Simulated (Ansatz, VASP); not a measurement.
# One calculation of W, two programs

The input INCAR:

```
PREC     = Accurate       # precision mode
ENCUT    = 520            # plane-wave cutoff, eV
EDIFF    = 1E-7           # SCF threshold, eV
ISMEAR   = 0              # smearing method
SIGMA    = 0.1            # smearing width, eV
LREAL    = False          # projectors in reciprocal space
LASPH    = True           # aspherical terms in the spheres
NELM     = 80             # most SCF steps
ALGO     = Normal         # electronic algorithm
ISIF     = 2              # what is computed and relaxed
LWAVE    = False          # write WAVECAR
LCHARG   = True           # write CHGCAR
LDIPOL   = True         
IDIPOL   = 3            
DIPOL    = 0.5 0.5 0.307
GGA      = PE             # functional
LELF     = True           # ELF
LVHAR    = True         
LVACPOTAV= True         
NBANDS   = 28             # bands
```

Contents of KPOINTS:

```
regular mesh
0
Gamma
  9 9 1
```

The input POSCAR:

```
W
1.0
    2.8545944806      0.0000000000      0.0000000000
    0.0000000000      2.8545944806      0.0000000000
    0.0000000000      0.0000000000     19.4438254565
W
3
Direct
    0.5000000000      0.5000000000      0.2057208346
    0.0000000000      0.0000000000      0.3071090611
    0.5000000000      0.5000000000      0.4085526006
```

Input for Ansatz:

```yaml
crystal:
  lattice:
    - [2.8545944806, 0.0, 0.0]
    - [0.0, 2.8545944806, 0.0]
    - [0.0, 0.0, 19.4438254565]
  atoms:
    - { symbol: W, position: [0.5, 0.5, 0.2057208346] }
    - { symbol: W, position: [0.0, 0.0, 0.3071090611] }
    - { symbol: W, position: [0.5, 0.5, 0.4085526006] }
basis:
  ecutwfc: 420
kpoints:
  mp_grid: { grid: [9, 9, 1] }
hamiltonian:
  xc: pbe
scf:
  occupations: { method: gaussian, width: 0.1 }
output:
  forces: true
  eigenvalues: true
efield:
  axis: 3
  dipole_correction: true
  ramp_width: 0.04
```

Alike in both runs: task single point; functional PBE; k mesh 9 × 9 × 1; occupations gaussian, width 0.1 eV; no spin polarisation.

|  | VASP | Ansatz |
| --- | --- | --- |
| version | VASP 6.6.1 | Ansatz 0.2.0 |
| potentials or method | VASP PAW PBE potentials, release 64 (W_sv) | scalar-relativistic, plane waves, PAW |
| plane-wave cutoff (eV) | 520 | 420 |
| valence electrons in the cell | 42 | 42 |

Ansatz gave:

```
gap on the k mesh at the Fermi level (eV)  : none
rms of the force components (eV/Å)         : 0.055
work function, face that differs most (eV) : 4.68
```

Q: Estimate VASP's values.

A: gap on the k mesh at the Fermi level (eV): none; rms of the force components (eV/Å): 0.074; work function, face that differs most (eV): 4.69.

Atom by atom the forces differ by 0.018 eV/Å (rms over components). A gap of «none» marks a metal or a gap that the smearing closes. The functional is the same, so the differences come from potentials, cutoffs and numerics.

Spin-orbit coupling is left out, which matters for the levels of W.
